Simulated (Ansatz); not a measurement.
Runs of Ansatz 0.2.0 on Eu. It takes space group Im-3m (No. 229, cubic). Conventional cell: a = 4.606 Å, b = 4.606 Å, c = 4.606 Å, α = 90.00°, β = 90.00°, γ = 90.00°. Eu (site symmetry m-3m) has 8 Eu at 3.99 Å as nearest neighbours. 

```tsv
task	level	potentials or basis	spin	U	cell	k mesh	cutoff (eV)	smearing	moments locked	start of the occupations	double counting	hubbard projectors	basis error allowed	other keys	gap on the mesh (eV)	pressure (GPa)	moment (μB)	relaxed volume (Å³/atom)
relaxation of cell and atoms	PBE	all-electron LAPW, point nuclei	collinear, ferromagnetic start, moments held on the sites	-	relaxed	8 × 8 × 8	-	gaussian 0.05 eV	each atom's moment, at its start value	-	-	-	0.002 eV/atom	-	-	-	7.17	(a)
relaxation of cell and atoms	PBEsol+D3(BJ)	all-electron LAPW, non-relativistic	collinear, ferromagnetic start, moments held on the sites	-	relaxed	8 × 8 × 8	400	fermi-dirac 0.15 eV	each atom's moment, at its start value	-	-	-	0.001 eV/atom	basis.ecutwfc = 400	-	-	7.03	43.97
single point	PBE	all-electron LAPW, scalar-relativistic	collinear, ferromagnetic start	-	cell strained at random at fixed volume	8 × 8 × 8	160	fermi-dirac 0.05 eV	-	-	-	-	0.001 eV/atom	-	none	-1.5	7.36	-
density of states	PBEsol+D4+U	all-electron LAPW, relativistic spinors	non-collinear, ferromagnetic start, SOC	Eu f U = 6 eV	volume scaled by 1.25	6 × 6 × 6	125	gaussian 0.1 eV	-	auto	fll	ortho-atomic	0.002 eV/atom	-	none	-2.9	7.30	-
```

Problem. Estimate the missing entries.

Solution. (a) 42.23.

Caveats: an open f shell can end in a state above the lowest; spin-orbit coupling is left out, which moves the levels of the heavy elements (some runs); the SCF stop doesn't bound the stress (some runs); each atom's moment is held at its typed value, so this isn't a free magnetic state (some runs); the volume moved by -14 % from the deposited cell, more than functionals usually miss (some runs); relativity is left out, which matters for the heavier elements (some runs); the magnetic state may not be the lowest (some runs).

A k mesh can miss the band edges, and rows without SOC leave out spin-orbit coupling on Eu.

A gap of «none» marks a metal or a gap under the smearing width.
